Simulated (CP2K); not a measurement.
An input for CP2K 2026.2 (Al):

Contents of al_scf.inp:

```
&GLOBAL
  PROJECT al_scf
  RUN_TYPE ENERGY_FORCE
  PRINT_LEVEL LOW
&END GLOBAL
&FORCE_EVAL
  METHOD QS
  STRESS_TENSOR ANALYTICAL
  &DFT
    BASIS_SET_FILE_NAME BASIS_MOLOPT_UZH
    POTENTIAL_FILE_NAME POTENTIAL_UZH
    &MGRID
      CUTOFF 450
      REL_CUTOFF 60
      NGRIDS 5
    &END MGRID
    &QS
      METHOD GPW
      EPS_DEFAULT 1.0E-3
    &END QS
    &KPOINTS
      SCHEME MONKHORST-PACK 7 7 10
      GAMMA_CENTERED T
      SYMMETRY T
      SYMMETRY_BACKEND SPGLIB
    &END KPOINTS
    &SCF
      SCF_GUESS ATOMIC
      EPS_SCF 1.0E-6
      MAX_SCF 60
      ADDED_MOS 10
      CHOLESKY OFF
      EPS_EIGVAL 1.0E-7
      &DIAGONALIZATION ON
        ALGORITHM STANDARD
      &END DIAGONALIZATION
      &MIXING ON
        METHOD BROYDEN_MIXING
        ALPHA 0.4
        BETA 1.5
        NBUFFER 8
      &END MIXING
      &SMEAR ON
        METHOD FERMI_DIRAC
        ELECTRONIC_TEMPERATURE [K] 300.557
      &END SMEAR
    &END SCF
    &XC
      &XC_FUNCTIONAL
        &GGA_X_PBE
        &END GGA_X_PBE
        &GGA_C_PBE
        &END GGA_C_PBE
      &END XC_FUNCTIONAL
    &END XC
    &PRINT
      &KPOINTS ON
      &END KPOINTS
      &MULLIKEN ON
      &END MULLIKEN
      &MO ON
        ENERGIES T
        OCCUPATION_NUMBERS T
        &EACH
          QS_SCF 0
        &END EACH
        ADD_LAST NUMERIC
      &END MO
      &LOWDIN ON
      &END LOWDIN
      &HIRSHFELD ON
        SHAPE_FUNCTION DENSITY
      &END HIRSHFELD
    &END PRINT
  &END DFT
  &SUBSYS
    &CELL
      ABC 4.4916000000 4.4916002567 2.7226000000
      ALPHA_BETA_GAMMA 90.0000000000 90.0000000000 119.9999981098
      PERIODIC XYZ
    &END CELL
    &COORD
      Al  -0.0039660828 2.6250274053 -0.0093004016
      Al  2.2342655712 1.3077175299 0.0076559512
    &END COORD
    &KIND Al
      BASIS_SET TZVP-MOLOPT-PBE-GTH-q3
      POTENTIAL GTH-PBE-q3
    &END KIND
    &PRINT
      &ATOMIC_COORDINATES ON
      &END ATOMIC_COORDINATES
      &CELL ON
      &END CELL
      &SYMMETRY ON
      &END SYMMETRY
    &END PRINT
  &END SUBSYS
  &PRINT
    &FORCES ON
    &END FORCES
    &STRESS_TENSOR ON
    &END STRESS_TENSOR
  &END PRINT
&END FORCE_EVAL
```

Potentials or basis: POTENTIAL_UZH Al GTH-PBE-q3; TZVP-MOLOPT-PBE-GTH basis.

Command:

```bash
$ OMP_NUM_THREADS=1 cp2k.psmp -i al_scf.inp -o al_scf.out
```

Q: What does the program do with it?

A: The run stopped without a result. It printed:

al_scf.out:

```text

 CP2K| version string:                                       CP2K version 2026.2
 CP2K| Input file name                                                al_scf.inp

 GLOBAL| Force Environment number                                              1
 GLOBAL| Basis set file name                                    BASIS_MOLOPT_UZH
 GLOBAL| Potential file name                                       POTENTIAL_UZH
 GLOBAL| MM Potential file name                                     MM_POTENTIAL
 GLOBAL| Coordinate file name                                      __STD_INPUT__
 GLOBAL| Method name                                                        CP2K
[... 487 lines left out ...]
 *******************************************************************************
 *   ___                                                                       *
 *  /   \                                                                      *
 * [ABORT]                                                                     *
 *  \___/                             CPASSERT failed                          *
 *    |                                                                        *
 *  O/|                                                                        *
 * /| |                                                                        *
 * / \                                           qs_scf_diagonalization.F:2276 *
 *******************************************************************************

 ===== Routine Calling Stack =====

            7 diag_kp_smat
            6 lowdin_population_analysis
            5 qs_scf_post_charges
            4 scf_post_calculation_gpw
            3 qs_energies
            2 qs_forces
            1 CP2K
```
